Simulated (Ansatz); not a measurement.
Crystal: Sb.

```
CELL_PARAMETERS angstrom
3.35453 0.00000 0.00000
-1.67727 2.90511 0.00000
0.00000 0.00000 5.47016
ATOMIC_POSITIONS crystal
Sb 0.66667 0.33333 0.75000
Sb 0.33333 0.66667 0.25000
```

This isn't the form of Sb at room conditions, which is rhombohedral.

```yaml
Program: Ansatz 0.2.0
Task: relaxation of cell and atoms
Functional: revPBE
Dispersion: D3(BJ)
Potentials_or_basis: Ansatz PAW
Cutoff: "420 eV (not typed: the program's choice for these potentials)"
k_mesh: 9 × 9 × 5
Occupations: fermi-dirac, width 0.05 eV
Spin: no spin polarisation
```

At the start: volume 26.65 Å³/atom.

**Question.** How do energy, volume and symmetry change on relaxing?

**Answer.** It ends after 5 steps and the volume is 25.19 Å³/atom (-5.5 %); space group P6_3/mmc (No. 194, to 0.05 Å).

The path:
| step | energy change (eV) | largest force (eV/Å) | volume (Å³) |
| --- | --- | --- | --- |
| 1 | 0.0000 | 0.0000 | 53.31 |
| 2 | -0.0267 | 0.0000 | 49.06 |
| 3 | -0.0343 | 0.0000 | 50.54 |
| 4 | -0.0345 | 0.0000 | 50.37 |
| 5 | -0.0337 | 0.0000 | 50.37 |

Final structure:
```
Sb
1.0
     3.29169    0.00000    0.00000
    -1.64585    2.85069    0.00000
     0.00000    0.00000    5.36837
Sb
2
Direct
  0.66667 0.33333 0.75000
  0.33333 0.66667 0.25000
```

Caveat: the plane-wave basis is chosen anew once the cell has moved, so the energies of steps on either side of that aren't comparable; pairwise dispersion overbinds metals, which lowers pressure and volume; the PAW data sets come from PBE, with cores solved anew for the run's functional, which leaves a small shift of forces and pressure.
